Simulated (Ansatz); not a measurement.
## Sn: pressure against volume, fitted

```yaml
crystal:
  lattice:
    - [-2.91585, 2.91585, 1.59065]
    - [2.91585, -2.91585, 1.59065]
    - [2.91585, 2.91585, -1.59065]
  atoms:
    - { symbol: Sn, position: [0.00000, 0.00000, 0.00000] }
    - { symbol: Sn, position: [0.75000, 0.25000, 0.50000] }
```

Atoms are numbered in the order listed.

The conventional cell has a = 5.832 Å, b = 5.832 Å, c = 3.181 Å, α = 90.00°, β = 90.00°, γ = 90.00°. Around Sn (atom 1) lie 6 Sn at 3.02 to 3.18 Å.

The cell is COD entry 1534488, as deposited and not checked against the literature; nothing was relaxed.

No spin–orbit coupling, which matters for the heavy atoms here.

These are results of DFT, PBE, all-electron LAPW, scalar-relativistic (Ansatz 0.2.0), not measurements.

Sampling and basis: a Γ-centred 15×15×15 k mesh, Fermi–Dirac smearing of 0.05 eV, basis error target 0.5 meV/atom, no spin polarisation.

The cell is scaled evenly. Fractional coordinates are held (clamped ions).

| V (Å³/atom) | P (GPa) |
| --- | --- |
| 25.425 | 6.92 |
| 25.439 | 6.88 |
| 25.966 | 5.33 |
| 26.507 | 3.92 |
| 26.778 | 3.27 |
| 27.048 | 2.65 |
| 27.318 | 2.07 |
| 27.589 | 1.52 |
| 28.671 | -0.40 |

Task: Fit a third-order Birch–Murnaghan curve to the pressures.

Result: P = (3B0/2)(y^(7/2) − y^(5/2))[1 + (3/4)(B0′ − 4)(y − 1)] with y = (V0/V)^(2/3) fits within 0.01 GPa for V0 = 28.425 Å³/atom, B0 = 47.4 GPa and B0′ = 4.82.

Task: Predict the pressure at the withheld volume, 28.130 Å³/atom.

Result: There y = 1.0070, so the fit gives 0.51 GPa; the run gave 0.50 GPa.
